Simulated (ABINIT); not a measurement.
# Nb in ABINIT: convergence with boxcutmin

Input of the first run (boxcutmin 1.3); the others differ in this setting and in those tied to it:

Contents of run.abi:

```
# Pseudopotentials
pp_dirpath "./"
pseudos "Nb.upf"

# Structure
acell 3*1.0
rprim
    -0.0775430218     4.1448893770     3.9851470482
     3.8671355414     0.0941348172     3.8134673195
     4.0180358417     4.1241099485    -0.0567654831
ntypat 1
znucl 41
natom 1
typat 1
xcart
    -0.0098323025     0.0652922846     0.0554169460 Angstrom
chkprim 0
chksymtnons 0
tolsym 1.0e-6

# Plane-wave basis
ecut 41.0

# k points
kptopt 1
ngkpt 7 7 7
nshiftk 1
shiftk 0.0 0.0 0.0

# Exchange and correlation
ixc 11

# Bands and occupations
nband 11
occopt 4
tsmear 0.05 eV

# SCF cycle
nstep 100
tolvrs 1.0e-10
boxcutmin 1.3

# Output
iomode 3
prtwf 0
prtden 0
prteig 0
prtebands 0
enunit 2
```

Potentials or basis: PseudoDojo NC SR PBE v0.4.1 standard.

Run with:

```console
$ abinit run.abi > log 2>&1
```

The cell isn't the ideal one: cell strained at random at fixed volume.

This isn't the form of Nb at room conditions, which is bcc.

Hardware: 1 thread of Arm Neoverse V1, with other jobs on the host.

| boxcutmin | energy less the tightest run (meV/atom) | SCF cycles | CPU time (s) | peak memory (GiB) |
| --- | --- | --- | --- | --- |
| 1.3 | -0.02 | 8 | 44 | 0.1 |
| 1.5 | -0.01 | 8 | 49 | 0.1 |
| 1.7 | 0.01 | 8 | 59 | 0.1 |
| 1.85 | 0.00 | 8 | 63 | 0.1 |
| 2 | 0.00 | 8 | 74 | 0.11 |
| 2.3 | 0.00 | 8 | 93 | 0.11 |
| 2.7 | 0.00 | 8 | 150 | 0.13 |

Against the tightest run, the energy stays within 1 meV/atom from 1.3 on. The tightest run that finished is the yardstick and may itself not be fully converged.

Caveat, for the tightest run too: the k mesh is coarse (spacing up to 0.38 Å⁻¹), so the values aren't converged.
